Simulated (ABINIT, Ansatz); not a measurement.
# Quasiparticle gap of CaSe (Fm-3m) in ABINIT, part 3 of 3

Wanted: ground state, empty states, screening and self-energy for CaSe (Fm-3m).

ABINIT 10.8.3; LDA and many-body steps on it, plane waves. Known limits of the many-body steps: not at the basis limit; exchange with frozen shells missing; no spin-orbit coupling; coarse k mesh.

So far. Step 4 (Empty states on the mesh, 4×4×4 mesh, 63 bands): On this mesh the gap is 1.875 eV. Step 5 (Screening, 4×4×4 mesh, 59 bands, screening to 119.7 eV): Local fields lower ε∞ by 14 %. On a Γ-centred mesh this coarse the value itself is usually too large, while a short band sum pulls it down.

The database entry behind the starting cell differs from later determinations by our own check (0.1 to 0.3 % short, probably kX units), so it need not match the best structure at ambient conditions.

### 6. Self-energy, 4×4×4 mesh, 59 bands, screening to 119.7 eV

The self-energy is evaluated for the states that the input lists, and the levels follow from it, in one-shot runs by the linearised quasiparticle equation.

This step: G0W0 on LDA, plane waves, norm-conserving pseudopotentials.

run.abi reads:

```
acell 3*1.0 Angstrom
rprim 
  -0.000000000000 2.956000000000 2.956000000000
  2.956000000000 -0.000000000000 2.956000000000
  2.956000000000 2.956000000000 -0.000000000000
ntypat 2
znucl 20 34
natom 2
typat 1 2
xred 
  0.000000000000 0.000000000000 0.000000000000
  0.500000000000 0.500000000000 0.500000000000
pp_dirpath "pseudos"
pseudos "Ca.upf, Se.upf"
ecut 39
ngkpt 4 4 4
nshiftk 1
shiftk 0 0 0
kptopt 1
chksymbreak 0
istwfk *1
occopt 1
irdwfk 1
optdriver 4
nband 59
gwcalctyp 0
ecutsigx 39
symsigma 1
nkptgw 2
kptgw 
  0.0000000000 0.0000000000 0.0000000000
  0.5000000000 0.5000000000 0.0000000000
bdgw 
  11 17
  12 15
ecuteps 4.4
irdscr 1
ppmodel 1
indata_prefix "in"
outdata_prefix "out"
tmpdata_prefix "tmp"
```

Started as:

```sh
$ OMP_NUM_THREADS=1 mpirun -n 4 abinit run.abi > log
```

Numbers of over 12 decimals in the logs are rounded to 6 here.

What it wrote:

```text
.Version 10.8.3 of ABINIT. v10.8.2 released Aug 2026.

 Symmetries : space group Fm -3 m (#225); Bravais cF (face-center cubic)
[... echo of the input left out ...]
== DATASET  1 ==================================================================
-   mpi_nproc: 4, omp_nthreads: 1 (-1 if OMP is not activated)

--- !DatasetInfo
iteration_state: {dtset: 1, }
dimensions: {natom: 2, nkpt: 8, mband: 59, nsppol: 1, nspinor: 1, nspden: 1, mpw: 4088, }
cutoff_energies: {ecut:  39.0, pawecutdg:  -1.0, }
electrons: {nelect:   2.60000000E+01, charge:   0.00000000E+00, occopt:   1.00000000E+00, tsmear:   1.00000000E-02, }

 SIGMA: Calculation of the GW corrections

 Based on a program developped by R.W. Godby, V. Olevano, G. Onida, and L. Reining.
 Incorporated in ABINIT by V. Olevano, G.-M. Rignanese, and M. Torrent.
.Using double precision arithmetic ; gwpc =  8

[... cell and pseudopotentials left out ...]
--------------------------------------------------------------------------------

 ==== K-mesh for the wavefunctions ====
 Number of points in the irreducible wedge :     8
[... list of points left out ...]
 Together with 48 symmetry operations and time-reversal symmetry
 yields    64 points in the full Brillouin Zone.

 ==== Q-mesh for screening function ====
 Number of points in the irreducible wedge :     8
[... list of points left out ...]
 Together with 48 symmetry operations and time-reversal symmetry
 yields    64 points in the full Brillouin Zone.

 vcoul_init : cutoff-mode = AUXILIARY_FUNCTION
 q-points for optical limit:   1
     1)      0.000010    0.000020    0.000030
 setmesh: FFT mesh size selected  =    45x   45x   45
          total number of points  =        91125

 Number of electrons calculated from density =   26.0000; Expected =   26.0000
 average of density, n =  0.074582
 r_s =    1.4738
 omega_plasma =   26.3434 [eV]

 === KS Band Gaps ===
  >>>> For spin  1
   Minimum direct gap =   2.8175 [eV], located at k-point      :   0.5000  0.5000  0.0000
   Fundamental gap    =   1.8749 [eV], Top of valence bands at :   0.0000  0.0000  0.0000
                                       Bottom of conduction at :   0.5000  0.5000  0.0000
 SIGMA fundamental parameters:
 PLASMON POLE MODEL  1
 number of plane-waves for SigmaX                 4015
 number of plane-waves for SigmaC and W            169
 number of plane-waves for wavefunctions          4015
 number of bands                                    59
 number of independent spin polarizations            1
 number of spinorial components                      1
 number of k-points in IBZ                           8
 number of q-points in IBZ                           8
 number of symmetry operations                      48
 number of k-points in BZ                           64
 number of q-points in BZ                           64
 number of frequencies for dSigma/dE                 9
 frequency step for dSigma/dE [eV]                0.25
 number of omega for Sigma on real axis              0
 max omega for Sigma on real axis  [eV]           0.00
 zcut for avoiding poles [eV]                     0.10

 EPSILON^-1 parameters (SCR file):
 dimension of the eps^-1 matrix on file            169
 dimension of the eps^-1 matrix used               169
 number of plane-waves for wavefunctions          4015
 number of bands                                    59
 number of q-points in IBZ                           8
 number of frequencies                               2
 number of real frequencies                          1
 number of imag frequencies                          1

 matrix elements of self-energy operator (all in [eV])

 Perturbative Calculation

--- !SelfEnergy_ee
iteration_state: {dtset: 1, }
kpoint     : [   0.000,    0.000,    0.000, ]
spin       : 1
KS_gap     :    3.093
QP_gap     :    4.809
Delta_QP_KS:    1.716
data: !SigmaeeData |
     Band     E0 <VxcDFT>   SigX SigC(E0)      Z dSigC/dE  Sig(E)    E-E0       E
       11   3.956 -13.936 -17.329   2.160   0.801  -0.249 -14.923  -0.987   2.968
       12   3.956 -13.936 -17.329   2.160   0.801  -0.249 -14.923  -0.987   2.968
       13   3.956 -13.936 -17.329   2.160   0.801  -0.249 -14.923  -0.987   2.968
       14   7.049 -10.786  -6.366  -3.533   0.821  -0.218 -10.057   0.728   7.777
       15   7.510 -12.266  -6.063  -4.133   0.808  -0.238 -10.593   1.673   9.182
       16   7.510 -12.266  -6.063  -4.133   0.808  -0.238 -10.593   1.673   9.182
       17   7.510 -12.266  -6.063  -4.133   0.808  -0.238 -10.593   1.673   9.182

--- !SelfEnergy_ee
iteration_state: {dtset: 1, }
kpoint     : [   0.500,    0.500,    0.000, ]
spin       : 1
KS_gap     :    2.818
QP_gap     :    5.031
Delta_QP_KS:    2.213
data: !SigmaeeData |
     Band     E0 <VxcDFT>   SigX SigC(E0)      Z dSigC/dE  Sig(E)    E-E0       E
       12   3.013 -13.185 -16.807   2.323   0.797  -0.255 -14.220  -1.035   1.978
       13   3.013 -13.185 -16.807   2.323   0.797  -0.255 -14.220  -1.035   1.978
       14   5.831 -10.344  -5.307  -3.596   0.818  -0.223  -9.166   1.178   7.009
       15   8.802 -10.308  -5.228  -3.894   0.819  -0.221  -9.337   0.971   9.774

== END DATASET(S) ==============================================================
================================================================================

 -outvars: echo values of variables after computation  --------
           etotal      0.0000000000E+00
            nband          59
             nkpt           8
          spgroup         225
 [... the other variables as echoed above ...]

 Calculation completed.
```

Elapsed: 5.2 s, on 4 MPI ranks of Arm Neoverse V2, shared host; peak memory 0.59 GiB.

Numbers from this step:

```yaml
g0w0_gap_on_the_points_computed: 4.041 eV
starting_gap_on_the_mesh: 1.875 eV
k_of_the_valence_top: 0, 0, 0
k_of_the_conduction_bottom: 0.5, 0.5, 0
z_at_the_valence_top: 0.801
z_at_the_conduction_bottom: 0.818
least_direct_g0w0_gap_on_the_computed_points: 4.809 eV
```

The gap on the mesh goes from 1.87 eV to 4.04 eV, a correction of +2.17 eV.

Limits: finite bands, cutoff and mesh; exchange with frozen shells missing; no spin-orbit coupling; coarse k mesh. v1 is the top filled band, c1 the lowest empty one. The levels before and after the correction (eV, zero at the valence-band top of each column):

```
           conduction bottom  valence top
Kohn-Sham               1.87         0.00
     G0W0               4.04         0.00
```

```csv
,level,energy (eV)
Kohn-Sham,Γ v3-v1,0.000
Kohn-Sham,Γ c1,3.093
Kohn-Sham,Γ c2-c4,3.554
Kohn-Sham,(0.5 0.5 0) v2-v1,-0.943
Kohn-Sham,(0.5 0.5 0) c1,1.875
Kohn-Sham,(0.5 0.5 0) c2,4.847
G0W0,Γ v3-v1,0.000
G0W0,Γ c1,4.809
G0W0,Γ c2-c4,6.214
G0W0,(0.5 0.5 0) v2-v1,-0.990
G0W0,(0.5 0.5 0) c1,4.041
G0W0,(0.5 0.5 0) c2,6.806
```

### 7. Where the time went

Times are wall times on 4 MPI ranks of Arm Neoverse V2, shared host, good to a factor of about two.

```csv
step,time,share,memory (GiB)
ground state,11 s,16 %,0.34
bands along the symmetry lines,22 s,31 %,0.33
empty states on the mesh,16 s,24 %,0.3
screening,15 s,22 %,0.75
self-energy,5.2 s,7 %,0.59
```

### 8. Results

- LDA gap: 1.87 eV, indirect
- G0W0 gap on the mesh: 4.04 eV
- GW settings: 4×4×4 mesh, 59 bands, screening to 119.7 eV, Godby-Needs plasmon pole
- known limits: not at the basis limit; exchange with frozen shells missing; no spin-orbit coupling; coarse k mesh

G0W0 moves the gap on the mesh from 1.87 eV to 4.04 eV (+2.17 eV), with Z of 0.80 and 0.82 at the edges. Local fields lower the RPA ε∞ on this mesh from 7.29 to 6.29; a Γ-centred mesh this coarse tends to raise both, most where the direct gap is narrow, while a short band sum lowers them. Only 2 of the mesh's irreducible points were corrected, so a valley elsewhere could overtake. Bands and cutoff are finite, so the gap is not at the basis limit. The miss can reach some tenths of an eV and take either sign; the mesh is an error of its own. In the G0W0 run levels were corrected at 2 k points alone, so a gap called «on the mesh» is the least over those, and an edge elsewhere would be missed. The 4×4×4 mesh is coarse for this cell, which bears on the long-range parts of exchange and screening. The norm-conserving file of at least one element keeps a d shell over frozen s and p shells of the same row. Exchange with those shells is missing from the self-energy, an error of 0.3 to 0.9 eV in cases checked, whose sign depends on which edge lies on those atoms. The many-body steps are scalar-relativistic: spin-orbit coupling is not in them.

[Paths, hosts, dates, memory and timing lines, banners, echoed tables and standing remarks are left out of the program output.]

[Logs are printed without paths, hosts, clocks, repeated set-up lines and the standing remarks that a program may print on its own settings, such as how far it seeks lower states.]

[Runs of the session that timed out or met a known fault of the program may be left out.]

[Hosts, paths, dates, database ids (printed as entryN), source tags and the programs' standing remarks are cut or masked in the printed files.]

[G0W0 gaps are taken among the corrected bands and points alone; a level outside them can change the order at an edge.]

[Where Ansatz stands beside ABINIT at settings called matched, ABINIT's density can come from a denser mesh and the files from another edition; pairs whose starting gaps differed by over 0.03 eV were left out, so agreement reads better than it is.]
